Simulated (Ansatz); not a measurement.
The system is MnO.

```xyz
2
Lattice="0.0000 2.2239 2.2239 2.2239 0.0000 2.2239 2.2239 2.2239 0.0000" Properties=species:S:1:pos:R:3 pbc="T T T"
Mn    0.0000    0.0000    0.0000
O     2.2239    2.2239    2.2239
```

The cell is a database's computed one.

Base run:

| Property | Result |
| --- | --- |
| Program | Ansatz 0.2.0 |
| Functional | PBE |
| Potentials or basis | Ansatz PAW |
| Cutoff | 300 eV |
| Density cutoff | 1200 eV |
| k mesh | 10 × 10 × 10 |
| Occupations | fermi-dirac, width 0.05 eV |
| Spin | collinear spin, ferromagnetic start |
| Starting moments | [4.0, 0.0] μB |

Its results: band gap on the k mesh none (metal or under the smearing width); pressure 1.0 GPa; net moment 4.80 μB per cell; site moments Mn +4.07; O +0.24 μB.

Q: The run is repeated on the same cell with these changes: cutoff from 300 eV to 420 eV (not typed: the program's choice for these potentials). What comes out?

A: Band gap on the k mesh none (metal or under the smearing width); pressure 0.1 GPa; net moment 4.79 μB per cell; site moments Mn +4.06; O +0.24 μB.

Caveats: a cell with one magnetic atom can't hold antiferromagnetic order, which such compounds often take; semilocal functionals often make such compounds metallic where correlation or magnetic order opens a gap, which also shifts bond lengths; the pressure holds a Pulay correction of +29.3 GPa for the finite cutoff (some runs); the cutoff lies under the one recommended for these potentials (some runs).
